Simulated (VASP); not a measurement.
**VASP 6.6.1 run: MgO**

INCAR

```
NBANDS = 8
LCHARG = .FALSE.
SIGMA = 0.02
ENCUT = 520
PREC = Accurate
LREAL = .TRUE.
ISMEAR = -1
ISIF = 2
GGA = PE
EDIFF = 1E-7
IBRION = -1
LWAVE = .FALSE.
NSW = 0
NELM = 66
LASPH = .TRUE.
```

KPOINTS

```
KPOINTS created by Atomic Simulation Environment
0
Gamma
10 10 10
0 0 0
```

POSCAR

```
Mg O
 1.0000000000000000
     2.6891951916000001    0.0000000000000000    0.0000000000000000
     0.0000000000000000    2.6891951916000001    0.0000000000000000
     0.0000000000000000    0.0000000000000000    2.6233491285000001
 Mg  O
   1   1
Cartesian
  0.0000000000000000  0.0000000000000000  0.0000000000000000
  1.3445975958000000  1.3445975958000000  1.3116745642500001
```

The recommended PBE PAW datasets give the neutral cell 8 valence electrons.

Command

```
mpirun -np 1 vasp_std
```

OSZICAR

```
N       E                     dE             d eps       ncg     rms          rms(c)
DAV:   1     0.144876884228E+02    0.14488E+02   -0.47371E+03  2384   0.880E+02
DAV:   2    -0.115370846797E+02   -0.26025E+02   -0.24600E+02  2472   0.137E+02
DAV:   3    -0.119120679223E+02   -0.37498E+00   -0.37498E+00  2864   0.189E+01
DAV:   4    -0.119125605941E+02   -0.49267E-03   -0.49267E-03  2864   0.595E-01
DAV:   5    -0.119125607366E+02   -0.14249E-06   -0.14249E-06  2936   0.784E-03    0.704E+00
DAV:   6    -0.103287384727E+02    0.15838E+01   -0.10574E+01  2088   0.220E+01    0.235E+00
DAV:   7    -0.102834410206E+02    0.45297E-01   -0.81754E-02  2424   0.322E+00    0.130E+00
DAV:   8    -0.102561818723E+02    0.27259E-01   -0.39520E-02  2416   0.262E+00    0.188E-01
DAV:   9    -0.102560763242E+02    0.10555E-03   -0.20207E-04  3168   0.139E-01    0.134E-01
DAV:  10    -0.102560562813E+02    0.20043E-04   -0.13981E-04  2296   0.139E-01    0.153E-02
DAV:  11    -0.102560521561E+02    0.41253E-05   -0.17183E-05  2600   0.288E-02    0.455E-03
DAV:  12    -0.102560520306E+02    0.12551E-06   -0.80967E-07  2568   0.810E-03    0.650E-04
DAV:  13    -0.102560519887E+02    0.41887E-07   -0.87152E-08  1568   0.196E-03
   1 F= -.10256052E+02 E0= -.10256052E+02  d E =-.212463E-12
```

From OUTCAR

```
k-points           NKPTS =    126   k-points in BZ     NKDIM =    126   number of bands    NBANDS=      8

   NELECT =       8.0000    total number of electrons

   dimension x,y,z NGX =    20 NGY =   20 NGZ =   20
   dimension x,y,z NGXF=    40 NGYF=   40 NGZF=   40

  energy-cutoff  :      520.00
  volume of cell :       18.97
      direct lattice vectors                 reciprocal lattice vectors
     2.689195192  0.000000000  0.000000000     0.371858466  0.000000000  0.000000000
     0.000000000  2.689195192  0.000000000     0.000000000  0.371858466  0.000000000
     0.000000000  0.000000000  2.623349129     0.000000000  0.000000000  0.381192114

 k-points in reciprocal lattice and weights: KPOINTS created by Atomic Simulation Env
   0.00000000  0.00000000  0.00000000       0.001
   0.10000000  0.00000000  0.00000000       0.004
   0.20000000  0.00000000  0.00000000       0.004
   0.30000000  0.00000000  0.00000000       0.004
   0.40000000  0.00000000  0.00000000       0.004
   0.50000000  0.00000000  0.00000000       0.002
   0.10000000  0.10000000  0.00000000       0.004
   0.20000000  0.10000000  0.00000000       0.008
   ...

 E-fermi :   5.2908

 k-point     1 :       0.0000    0.0000    0.0000
  band No.  band energies     occupation
      1     -13.5345      2.00000
      2       3.5890      2.00000
      3       3.5890      2.00000
      4       3.9603      2.00000
      5       6.8431      0.00000
      6      14.8199      0.00000
      7      15.2865      0.00000
      8      24.1076      0.00000

 k-point     2 :       0.1000    0.0000    0.0000
  band No.  band energies     occupation
      1     -13.4442      2.00000
      2       2.7555      2.00000
      3       3.6275      2.00000
      4       3.9962      2.00000
      5       7.4876      0.00000
      6      15.0108      0.00000
      7      15.4548      0.00000
      8      23.9193      0.00000

 k-point     3 :       0.2000    0.0000    0.0000
  band No.  band energies     occupation
      1     -13.1963      2.00000
      2       1.2188      2.00000
      3       3.7305      2.00000
      4       4.0920      2.00000
      5       8.6102      0.00000
      6      15.2309      0.00000
      7      15.9756      0.00000
      8      23.3809      0.00000

 k-point     4 :       0.3000    0.0000    0.0000
  band No.  band energies     occupation
      1     -12.8598      2.00000
      2      -0.2379      2.00000
      3       3.8621      2.00000
      4       4.2142      2.00000
      5       9.7569      0.00000
      6      14.9025      0.00000
      7      16.9206      0.00000
      8      22.6601      0.00000

 k-point     5 :       0.4000    0.0000    0.0000
  band No.  band energies     occupation
      1     -12.5571      2.00000
      2      -1.2688      2.00000
      3       3.9725      2.00000
      4       4.3162      2.00000
      5      10.8431      0.00000
      6      14.1326      0.00000
      7      18.1525      0.00000
      8      22.0608      0.00000

 k-point     6 :       0.5000    0.0000    0.0000
  band No.  band energies     occupation
      1     -12.4323      2.00000
      2      -1.6440      2.00000
      3       4.0157      2.00000
      4       4.3560      2.00000
      5      11.4480      0.00000
      6      13.5985      0.00000
      7      19.0028      0.00000
      8      21.8319      0.00000

 ...

  Total       -1.1889635     -1.1889635      0.2551771      0.0000000     -0.0000000      0.0000000
  in kB     -100.4103195   -100.4103195     21.5502098      0.0000000     -0.0000000      0.0000000
  external PRESSURE =     -59.7568097 kB  Pullay stress =       0.0000000 kB

 POSITION                                       TOTAL-FORCE (eV/Angst)
 -----------------------------------------------------------------------------------
      0.00000      0.00000      0.00000         0.000000      0.000000      0.000000
      1.34460      1.34460      1.31167         0.000000      0.000000      0.000000
 -----------------------------------------------------------------------------------
    total drift:                                0.000000      0.000000      0.000000

  FREE ENERGIE OF THE ION-ELECTRON SYSTEM (eV)
  ---------------------------------------------------
  free  energy   TOTEN  =       -10.2560519887 eV

  energy  without entropy=      -10.2560519887  energy(sigma->0) =      -10.25605199
```

It converged. Results: gap between bands v and c on the k mesh 2.00 eV; least direct gap on the k mesh 2.88 eV; pressure -6.0 GPa. Band v is the last that the valence electrons fill when counted band by band, and c is the next.

These settings aren't sound, so the numbers aren't properties of the crystal.

On sound settings PBE gives a gap of 1.99 eV on its mesh and a pressure of -1.7 GPa for the intended cell.

The run took about 8.4 s on one core of a shared host (Intel Xeon 6975P-C) and held 0.13 GiB at most.
